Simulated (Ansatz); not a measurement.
# Electron–phonon scattering in ZnCu in the L11 ordering, part 5 of 5

How good a conductor is ZnCu in the L11 ordering when only phonons scatter, and how much computing does the answer need?

Ansatz 0.2.0; DFT PBEsol, scalar-relativistic, plane waves, PAW.

So far, log mean phonon energy ħω_log (meV): step 6 (resistivity: q 2×2×2, k 8×8×8, scattering 12×12×12) 14.8; step 9 (occupations Gaussian, smearing width 0.3 eV) 14.7. The relaxed cell has a = 2.621, c = 12.463 Å (conventional setting).

The structure was built from a prototype and need not be the compound's stable phase.

## Step 10: Couplings at the supercell's wavevectors: supercell 2×2×2, k 12×12×12

Displaced supercells give the couplings at their own wavevectors under any functional, without linear response.

input.yaml reads:

```yaml
crystal:
  lattice:
    - [3.6342238069, 1.7807010482, 1.7807010482]
    - [1.7807010482, 3.6342238069, 1.7807010482]
    - [1.7807010482, 1.7807010482, 3.6342238069]
  atoms:
    - { symbol: Cu, position: [0.0, 0.0, 0.0] }
    - { symbol: Zn, position: [0.5, 0.5, 0.5] }
kpoints:
  mp_grid: { grid: [12, 12, 12] }
hamiltonian:
  xc: pbesol
scf:
  occupations: { method: methfessel_paxton, width: 0.2 }
output:
  eigenvalues: true
phonons:
  method: fd
  supercell: [2, 2, 2]
  temperatures: { t_max: 1000, t_step: 50 }
  qpath:
    path:
      - [[0.0, 0.0, 0.0], [0.5, 0.5, 0.5], [0.81121576, 0.18878424, 0.5]]
      - [[0.5, -0.18878424, 0.18878424], [0.5, 0.0, 0.0], [0.0, 0.0, 0.0], [0.34439212, -0.34439212, 0.0]]
      - [[0.65560788, 0.0, 0.34439212], [0.5, 0.0, 0.5], [0.0, 0.0, 0.0]]
    npoints: 10
  commensurate_couplings: {}
```

The run is started by

```console
> ansatz run input.yaml --threads 4 --pin off --max-ram 8192MiB --backend cpu --events-out ev --progress --plain --runs-dir out
```

Numbers of over 12 decimals in the logs are rounded to 6 here.

The log of the run:

```text
[...]
Crystal: 16 atoms, lattice volume = 197.767 Å³
Basis set: ecut = 420 eV, 3873 PW (Γ), exchange–correlation on 120×120×120 points (8 copies of the dense FFT grid, shifted against one another)
Bands: 160, of which v1, the nominal top of the filled ones, is band 124 counted from 1 (123 counted from 0)
Symmetry: 96 space group operations
k-points: 32 of 216
[...]
SCF iter   1: F=—  HF=-78958.524472 eV  |F-HF|=—  |Δ(HF+E_count)|=         —  Δρ=1.60e-8  dr2=1.65e-13  ethr=1.00e-12  ⟨swp⟩=3.0  Hψ=12588  notcnv=0  defer=20
[...]
SCF iter   2: F=-78958.524472 eV  HF=-78958.524472 eV  |F-HF|=1.46e-11  |Δ(HF+E_count)|=  2.91e-11  S|Δr|=    0.00e0  Δρ=6.79e-9  dr2=4.94e-14  ethr=1.00e-12  ⟨swp⟩=4.9  Hψ=13478  notcnv=0
SCF 1 converged in 2 iterations: F = -78958.524472 eV  dr2 = 4.94e-14
[...]
Symmetry: 2 space group operations
k-points: 68 of 216 (time reversal used)
[...]
SCF iter   9: F=-78958.524454 eV  HF=-78958.524454 eV  |F-HF|=1.46e-11  |Δ(HF+E_count)|=  1.46e-11  S|Δr|=    0.00e0  Δρ=1.68e-8  dr2=1.20e-12  ethr=1.00e-12  ⟨swp⟩=6.8  Hψ=50107  notcnv=0
SCF 2 converged in 9 iterations: F = -78958.524454 eV  dr2 = 1.20e-12
[...]
SCF iter   9: F=-78958.524452 eV  HF=-78958.524452 eV  |F-HF|=0.00e0  |Δ(HF+E_count)|=    0.00e0  S|Δr|=    0.00e0  Δρ=3.75e-8  dr2=5.74e-12  ethr=1.00e-12  ⟨swp⟩=5.7  Hψ=52199  notcnv=0
SCF 3 converged in 9 iterations: F = -78958.524452 eV  dr2 = 5.74e-12
[...]
SCF converged after 2 iterations
[...]
Free energy (F): -78958.524472 eV
[...]
Internal energy: -78958.517615 eV  (E = F + TS)
E sigma→0 (E₀):  -78958.522758 eV
Entropy (-TS):   -0.006857 eV (-0.429 meV/atom)
Fermi energy:    14.921482 eV
[...]
--- Band table (eV; the first three rows and the last of 32) ---
  k-point 0: bands = [... 120 lower, 13.0452, 13.0452, 14.5389, 14.5389, 14.5389, 14.9685, 14.9685, 14.9685, ... 32 higher]
  k-point 1: bands = [... 120 lower, 13.3355, 13.4599, 13.9712, 15.1716, 15.1716, 15.2390, 15.2390, 16.2547, ... 32 higher]
  k-point 2: bands = [... 120 lower, 13.3965, 13.3965, 14.4096, 15.8309, 15.8309, 16.4223, 16.5606, 16.5606, ... 32 higher]
  k-point 31: bands = [... 120 lower, 13.3138, 13.3138, 14.3177, 14.3177, 14.3177, 14.3177, 14.3177, 14.3177, ... 32 higher]
--- Phonons: 2 displaced members + reference (amplitude 0.0025 Å, Σ member SCF iterations 18) ---
  symmetry images taken by strict's conditions (phonons.symmetry_images: auto; settled by the electron–phonon couplings asked for (phonons.commensurate_couplings))
  ASR residual: 1.845e-4 → 0.000e0 eV/Å²; symmetrization residual: 4.865e-5 eV/Å²
  largest component of a force at the reference: 6.7e-28 eV/Å
  ASR residual per site (eV/Å²): 1.41e-4 1.85e-4
  Γ frequencies (cm⁻¹): 0.00 0.00 0.00 119.17 119.17 241.20
[...]
--- Electron–phonon couplings at the supercell's wavevectors ---
  state of the undisplaced supercell: not shown to be the lowest
  width 0.149 eV: 0.2815 states/eV per spin and cell of the deck; 1.1 effective pairs of levels carry the sum of the wavevector with the fewest (too few for a mean over the Fermi surface: type a denser kpoints.mp_grid, or phonons.commensurate_couplings.mesh where the run serves it)
[...]
the sum of the mean-square elements of a wavevector's modes changes by up to 9472259 % from one width to the next
  largest symmetry spillage (the part of a state that a symmetry operation carries out of the states read, times the state's relative weight): 2.6e-15; largest part of a state at the Fermi level at other wavevectors: 4.2e-15; largest part that the displaced supercells' bands leave out of one (if empty, times its weight): 5.9e-7; largest element of a rigid motion over the largest of one site's: 3.7e-15
```

Elapsed: 89 s, on 4 threads of Intel Xeon Platinum 8488C (Sapphire Rapids), shared host; peak memory 2.4 GiB.

Numbers from this step:

| Quantity | Value |
| --- | --- |
| zero point energy | 0.05684 eV/cell |
| highest frequency, solved or plainly interpolated | 242.5 cm⁻¹ |
| Debye temperature (second moment) | 297 K |

At the supercell's wavevectors; few wavevectors, no converged lambda. Couplings at the supercell's wavevectors:

| channel | q1 | q2 | q3 | star | mode | omega (meV) | lambda, width 0.149 eV | lambda, width 0.298 eV | <D²> (eV/Å)², width 0.149 eV | <D²> (eV/Å)², width 0.298 eV |
| --- | --- | --- | --- | --- | --- | --- | --- | --- | --- | --- |
| 1 | 0 | 0 | 0 | 1 | 4 | 14.77 | 6.81e-8 | 0.00298 | 7.67e-8 | 0.007307 |
| 1 | 0 | 0 | 0 | 1 | 5 | 14.77 | 6.81e-8 | 0.00298 | 7.67e-8 | 0.007307 |
| 1 | 0 | 0 | 0 | 1 | 6 | 29.9 | 1.74e-9 | 6.68e-5 | 8.04e-9 | 6.72e-4 |
| 1 | 0 | 0 | 0.5 | 3 | 1 | 16.47 | 0.02416 | 0.01736 | 0.6876 | 0.4914 |
| 1 | 0 | 0 | 0.5 | 3 | 2 | 16.52 | 3.62e-4 | 0.003157 | 0.01067 | 0.09252 |
| 1 | 0 | 0 | 0.5 | 3 | 3 | 18.7 | 0.00869 | 0.01646 | 0.3278 | 0.6176 |
| 1 | 0 | 0 | 0.5 | 3 | 4 | 19.32 | 0.03467 | 0.02718 | 1.357 | 1.058 |
| 1 | 0 | 0 | 0.5 | 3 | 5 | 24.21 | 0.003438 | 0.01129 | 0.2114 | 0.6907 |
| 1 | 0 | 0 | 0.5 | 3 | 6 | 27.98 | 0.001157 | 0.01477 | 0.09774 | 1.241 |
| 1 | 0 | 0.5 | 0.5 | 3 | 1 | 12.94 | 0.1247 | 0.08788 | 0.6865 | 0.685 |
| 1 | 0 | 0.5 | 0.5 | 3 | 2 | 12.96 | 0.1308 | 0.06447 | 0.7244 | 0.5055 |
| 1 | 0 | 0.5 | 0.5 | 3 | 3 | 19.22 | 0.002159 | 0.007065 | 0.02608 | 0.1209 |
| 1 | 0 | 0.5 | 0.5 | 3 | 4 | 19.59 | 0.0122 | 0.008994 | 0.1539 | 0.1606 |
| 1 | 0 | 0.5 | 0.5 | 3 | 5 | 27.31 | 4.46e-4 | 0.002996 | 0.01088 | 0.1035 |
| 1 | 0 | 0.5 | 0.5 | 3 | 6 | 30.07 | 0.001972 | 0.008918 | 0.0591 | 0.3785 |
| 1 | 0.5 | 0.5 | 0.5 | 1 | 1 | 9.677 | 0.005137 | 0.1982 | 1.061 | 1.51 |
| 1 | 0.5 | 0.5 | 0.5 | 1 | 2 | 9.677 | 0.005137 | 0.1982 | 1.061 | 1.51 |
| 1 | 0.5 | 0.5 | 0.5 | 1 | 3 | 10.35 | 0.001164 | 0.02654 | 0.2831 | 0.238 |
| 1 | 0.5 | 0.5 | 0.5 | 1 | 4 | 10.35 | 0.001164 | 0.02654 | 0.2831 | 0.238 |
| 1 | 0.5 | 0.5 | 0.5 | 1 | 5 | 21.21 | 9.38e-4 | 0.01712 | 0.9303 | 0.6259 |
| 1 | 0.5 | 0.5 | 0.5 | 1 | 6 | 22.54 | 6.54e-4 | 0.01193 | 0.7535 | 0.507 |

Among the solved wavevectors the lowest mode, translations apart, is 78.1 cm⁻¹, so these are real on this k mesh.

## Step 11: Results

| Quantity | Value |
| --- | --- |
| run | PBEsol, q 2×2×2, k 8×8×8, scattering 12×12×12 |
| coupling constant λ | 0.243 |
| log mean phonon energy ħω_log | 14.8 meV |
| states at the Fermi level | 0.261 states/eV/spin/cell |
| resistivity at 300 K, principal values | 3.32, 3.93, 3.93 μΩ cm |
| Drude plasma energy | 9.04 eV |
| resistivity times mean free path | 7.54 × 10⁻¹⁶ Ω m² |
| change between its two finest scattering meshes | λ 192 %, resistivity at 300 K 23 % |
| time of that run | 78 s |
| mean coupling λ at the supercell's wavevectors, PBEsol, k 12×12×12, width 0.298 eV | 0.184 |

In words: On the last rung that gave a resistivity at the base settings (q 2×2×2, k 8×8×8, scattering 12×12×12), ZnCu in the L11 ordering has λ = 0.24 and a phonon-limited resistivity of 3.73 μΩ cm at 300 K. Couplings at a small supercell's wavevectors rest on few pairs of levels; they show trends and are no converged coupling constant. The coupling constant from the curve is λ = 0.24; modes below 16.0 meV give half. The coupling is weak (λ = 0.24), so phonons raise the electrons' mass at the Fermi surface by about 24 %, if this value holds on finer meshes. By the run's own test λ moves by 192 % between the two scattering meshes. Values of ρ(T) under 50 K rest on the softest modes, mostly interpolated ones, and are the least sure of the table. The high-temperature form ρ = 2π k_B T λ_tr/(ħ ε₀ ω_p²) gives 3.85 μΩ cm along x at 300 K, against 3.73 from the Boltzmann equation. The three lowest branches give 64 % of λ. By the run's own test, which takes the component that moves most, the resistivity at 300 K moves by 23 % between its two finest scattering meshes, so it is not converged. In the run quoted no mode is imaginary at the wavevectors of the 2×2×2 mesh; wavevectors off that mesh are interpolated. On the same meshes, Gaussian smearing of 0.3 eV moves λ from 0.243 to 0.247 and the resistivity at 300 K from 3.73 to 3.78 μΩ cm. Only scattering by harmonic phonons counts; impurities, grain boundaries and thermal expansion are left out. The crystal's axes are tilted against x, y and z, so components by x, y and z (plasma energy, λ_tr, Hall coefficient) mix them and can look isotropic. The structure was built by hand as an ordered model, and its stability against other phases was not tested.

[Logs are printed without paths, hosts, clocks, repeated set-up lines and the standing remarks that a program may print on its own settings, such as how far it seeks lower states.]

[Hosts, paths, dates, database ids (printed as entryN), source tags and the programs' standing remarks are cut or masked in the printed files.]
